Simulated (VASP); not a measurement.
Method: PBE GGA, VASP's PBE PAW potentials (set 64) (plane waves; VASP).

Input for VASP

### INCAR
```
# general
SYSTEM =CsI
PREC   =Accurate
ENCUT  =400   # plane-wave cut-off (eV)
LREAL  =F   # projection in real space or not
LASPH  =T   # aspherical one-centre terms
ICHARG =11   # fixed density

# electronic loop
EDIFF  =1E-7
NELM   =100   # most electronic steps
ALGO   =Normal   # blocked Davidson
LMAXMIX=4   # l cut-off of mixed one-centre charges

# smearing
ISMEAR =0
SIGMA  =0.05   # width (eV)

# functional
GGA    =PE

# output
LWAVE  =F
LCHARG =F
LORBIT =11   # lm-projected
```

**POSCAR**
```
CsI
1
    4.6687845996     0.0000000000     0.0000000000
    0.0000000000     4.6687845996     0.0000000000
    0.0000000000     0.0000000000     4.6687845996
Cs I
1 1
Direct
  0.0000000000   0.0000000000   0.0000000000
  0.5000000000   0.5000000000   0.5000000000
```

**KPOINTS**
```
k-points along high-symmetry lines
15
Line-mode
Reciprocal
  0.000000   0.000000   0.000000 ! GAMMA
  0.000000   0.500000   0.000000 ! X

  0.000000   0.500000   0.000000 ! X
  0.500000   0.500000   0.000000 ! M

  0.500000   0.500000   0.000000 ! M
  0.000000   0.000000   0.000000 ! GAMMA

  0.000000   0.000000   0.000000 ! GAMMA
  0.500000   0.500000   0.500000 ! R

  0.500000   0.500000   0.500000 ! R
  0.000000   0.500000   0.000000 ! X

  0.500000   0.500000   0.500000 ! R
  0.500000   0.500000   0.000000 ! M
```

POTCAR, in this order: Cs_sv I (PBE.64 set). Program: vasp_std. Read from the step before: CHGCAR.

The resulting files:

### OUTCAR
```
 ion  position               nearest neighbor table
   1  0.000  0.000  0.000-
   2  0.500  0.500  0.500-
  LATTYP: Found a simple cubic cell.
 ALAT       =     4.6687845996
 Subroutine PRICEL returns:
 Original cell was already a primitive cell.
 Subroutine GETGRP returns: Found 48 space group operations
The static configuration has the point symmetry O_h .
The dynamic configuration has the point symmetry O_h .
 Subroutine INISYM returns: Found 48 space group operations
   k-points           NKPTS =     90   k-points in BZ     NKDIM =     90   number of bands    NBANDS=     12
   number of dos      NEDOS =    301   number of ions     NIONS =      2
   total plane-waves  NPLWV =  27000
   dimension x,y,z NGX =    30 NGY =   30 NGZ =   30
   dimension x,y,z NGXF=    60 NGYF=   60 NGZF=   60
   ions per type =               1   1
   PREC   = accura    normal or accurate (medium, high low for compatibility)
   ISTART =      0    job   : 0-new  1-cont  2-samecut
   ICHARG =     11    charge: 1-file 2-atom 10-const
   ISPIN  =      1    spin polarized calculation?
   LNONCOLLINEAR =      F non collinear calculations
   LSORBIT =      F    spin-orbit coupling
   INIWAV =      1    electr: 0-lowe 1-rand  2-diag
   ENCUT  =  400.0 eV  29.40 Ry    5.42 a.u.   7.61  7.61  7.61*2*pi/ulx,y,z
   NELM   =    100;   NELMIN=  2; NELMDL= -5     # of ELM steps
   EDIFF  = 0.1E-06   stopping-criterion for ELM
   LREAL  =      F    real-space projection
   NLSPLINE    = F    spline interpolate recip. space projectors
   LMAXMIX     =    4 max onsite mixed and CHGCAR
   VOSKOWN=      0    Vosko Wilk Nusair interpolation
   EDIFFG = 0.1E-05   stopping-criterion for IOM
   NSW    =      0    number of steps for IOM
   NBLOCK =      1;   KBLOCK =      1    inner block; outer block
   IBRION =     -1    ionic relax: 0-MD 1-quasi-New 2-CG
   NFREE  =      0    steps in history (QN), initial steepest desc. (CG)
   ISIF   =      2    stress and relaxation
   ISYM   =      2    0-nonsym 1-usesym 2-fastsym
   TEIN   =    0.0    initial temperature
   TEBEG  =    0.0;   TEEND  =   0.0 temperature during run
   SMASS  =  -3.00    Nose mass-parameter (am)
   PSTRESS=    0.0 pullay stress
   NELECT =      16.0000    total number of electrons
   EFERMI =   0.00;   METHOD = LEGACY
   ISMEAR =     0;   SIGMA  =   0.05  broadening in eV -4-tet -1-fermi 0-gaus
   IALGO  =     38    algorithm
   LDIAG  =      T    sub-space diagonalisation (order eigenvalues)
   IMIX   =      4    mixing-type and parameters
     AMIX     =   0.40;   BMIX     =  1.00
     AMIX_MAG =   1.60;   BMIX_MAG =  1.00
     AMIN     =   0.10
   GGA     = PE    functional components
   VOSKOWN =     0    Vosko Wilk Nusair interpolation
   LHFCALC =     F    Hartree Fock is set to
   LHFONE  =     F    Hartree Fock one center treatment
   AEXX    =    0.0000 exact exchange contribution
   IVDW    =     0    specifies the selected vdW correction
   LEPSILON=     F    determine dielectric tensor
   LRPA    =     F    only Hartree local field effects (RPA)
  energy-cutoff  :      400.00
  volume of cell :      101.77
      direct lattice vectors                 reciprocal lattice vectors
     4.668784600  0.000000000  0.000000000     0.214188506  0.000000000  0.000000000
     0.000000000  4.668784600  0.000000000     0.000000000  0.214188506  0.000000000
     0.000000000  0.000000000  4.668784600     0.000000000  0.000000000  0.214188506
 k-point     1 :   0.0000 0.0000 0.0000  plane waves:    1839
 k-point     2 :   0.0000 0.0357 0.0000  plane waves:    1847
 k-point     3 :   0.0000 0.0714 0.0000  plane waves:    1843
 k-point     4 :   0.0000 0.1071 0.0000  plane waves:    1855
 k-point     5 :   0.0000 0.1429 0.0000  plane waves:    1847
 k-point     6 :   0.0000 0.1786 0.0000  plane waves:    1851
 k-point     7 :   0.0000 0.2143 0.0000  plane waves:    1851
 k-point     8 :   0.0000 0.2500 0.0000  plane waves:    1835
 k-point     9 :   0.0000 0.2857 0.0000  plane waves:    1839
 k-point    10 :   0.0000 0.3214 0.0000  plane waves:    1851
...
```

File OSZICAR:
```
       N       E                     dE             d eps       ncg     rms          rms(c)
DAV:   1     0.823096618978E+02    0.82310E+02   -0.53315E+03  2160   0.890E+02
DAV:   2     0.143459151576E+01   -0.80875E+02   -0.76024E+02  3176   0.154E+02
DAV:   3    -0.531451914465E+01   -0.67491E+01   -0.67250E+01  2672   0.505E+01
DAV:   4    -0.541373573912E+01   -0.99217E-01   -0.99190E-01  2676   0.755E+00
DAV:   5    -0.541491144284E+01   -0.11757E-02   -0.11756E-02  2652   0.800E-01
DAV:   6    -0.541494755415E+01   -0.36111E-04   -0.36111E-04  2868   0.123E-01
DAV:   7    -0.541494827474E+01   -0.72059E-06   -0.72061E-06  2568   0.157E-02
DAV:   8    -0.541494830343E+01   -0.28699E-07   -0.28683E-07  2320   0.280E-03
   1 F= -.54149483E+01 E0= -.54149483E+01  d E =-.198347E-15
```

**OUTCAR**
```
 val. band max:        0.4353065914   @ k =   0.5000   0.5000   0.0000

 cond. band min:       4.1066341123   @ k =   0.0000   0.0000   0.0000



 k-point     1 :       0.0000    0.0000    0.0000
  band No.  band energies     occupation
      1     -20.0443      2.00000
      2     -10.1247      2.00000
      3      -6.7541      2.00000
      4      -6.7541      2.00000
      5      -6.7541      2.00000
      6       0.3388      2.00000
      7       0.3388      2.00000
      8       0.3388      2.00000
      9       4.1066      0.00000
     10       4.7065      0.00000
     11       4.7065      0.00000
     12       8.0505      0.00000

 k-point     2 :       0.0000    0.0357    0.0000
  band No.  band energies     occupation
      1     -20.0441      2.00000
      2     -10.1247      2.00000
      3      -6.7559      2.00000
      4      -6.7535      2.00000
      5      -6.7535      2.00000
      6       0.3153      2.00000
      7       0.3375      2.00000
      8       0.3375      2.00000
      9       4.1365      0.00000
     10       4.7138      0.00000
     11       4.7320      0.00000
     12       8.0522      0.00000

 k-point     3 :       0.0000    0.0714    0.0000
  band No.  band energies     occupation
      1     -20.0435      2.00000
      2     -10.1246      2.00000
      3      -6.7614      2.00000
      4      -6.7517      2.00000
      5      -6.7517      2.00000
      6       0.2479      2.00000
      7       0.3335      2.00000
      8       0.3335      2.00000
      9       4.2226      0.00000
     10       4.7356      0.00000
     11       4.8082      0.00000
     12       8.0371      0.00000

 k-point     4 :       0.0000    0.1071    0.0000
  band No.  band energies     occupation
      1     -20.0424      2.00000
      2     -10.1245      2.00000
      3      -6.7701      2.00000
      4      -6.7489      2.00000
      5      -6.7489      2.00000
      6       0.1448      2.00000
      7       0.3270      2.00000
...
```

The density is held fixed in this step, so its total energy and stress have no physical meaning. Unless said otherwise, spin-orbit coupling is left out, though it shifts the bands of the heavy elements here.

The compound is CsI in the CsCl type structure. It was relaxed first, which changed the volume by +7 %.
